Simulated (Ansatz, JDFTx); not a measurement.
This is a calculation of FePt (Tetraferroplatinum) for Ansatz 0.2.0. 

The input input.yaml:

```yaml
crystal:
  lattice:
    - [2.7235, 0.0, 0.0]
    - [0.0, 2.7235, 0.0]
    - [0.0, 0.0, 3.72]
  atoms:
    - { symbol: Pt, position: [0.5, 0.5, 0.5] }
    - { symbol: Fe, position: [0.0, 0.0, 0.0], spin: 3.0 }
hamiltonian:
  xc: pbe
  pseudopotentials: { kind: paw }
magnetization:
  spin_polarized: true
kpoints:
  mp_grid: { grid: [10, 10, 7] }
scf:
  occupations: { method: fermi_dirac, width: 0.05 }
output:
  forces: true
  stress: true
  eigenvalues: true
  write_density: true
  write_potential: true
  elf: true
  volumetric_format: npy
```

Potentials or basis: Ansatz PAW.

Launch:

```sh
$ ansatz run input.yaml --threads 1 --pin off --max-ram 3584MiB --backend cpu --events-out ev --progress --plain --runs-dir out
```

Question: What does the same run look like in JDFTx 1.7.0 (patched build)? Potentials or basis there: PseudoDojo-SR-PBE-0.5-standard, cutoff 1225 eV.

Answer: As run (cutoffs and basis follow the program's own potentials, and thresholds, step limits or extra output files can differ):

Contents of FePt.in:

```
lattice \
    5.1466691004     0.0000000000     0.0000000000 \
    0.0000000000     5.1466691004     0.0000000000 \
    0.0000000000     0.0000000000     7.0297811836
coords-type Lattice
ion Pt     0.5000000000     0.5000000000     0.5000000000 1
ion Fe     0.0000000000     0.0000000000     0.0000000000 1

ion-species pseudo/Pt.upf
ion-species pseudo/Fe.upf
elec-cutoff 45 360
elec-ex-corr gga-PBE
kpoint-folding 10 10 7
elec-smearing Fermi 0.0018374661
elec-n-bands 26
spintype z-spin
initial-magnetic-moments Fe 3
elec-initial-magnetization 3 no
electronic-SCF nIterations 100 energyDiffThreshold 1e-09
electronic-minimize nIterations 30 energyDiffThreshold 1e-7
converge-empty-states yes
forces-output-coords Cartesian

dump-name run.$VAR
dump End Ecomponents EigStats BandEigs Kpoints Forces Stress
```

Potentials or basis: PseudoDojo-SR-PBE-0.5-standard.

The run is started by

```console
$ jdftx -c 1 -i FePt.in -o FePt.out
```

Both were run:

|  | Ansatz | JDFTx |
| --- | --- | --- |
| Pressure | 3.4 GPa | 4.1 GPa |
| Net moment | 3.28 μB per cell | 3.36 μB per cell |
| Absolute moment | 3.45 μB per cell | 3.55 μB per cell |

Ansatz's pressure holds a Pulay term of +0.08 GPa for its cutoff of 420 eV, which the other run lacks.

Where Ansatz's input types no cutoff or centring, it takes its own default and a Γ-centred mesh.

The magnetic state is the one that the start led to; the real crystal's order can differ.

Pressure is positive in compression.
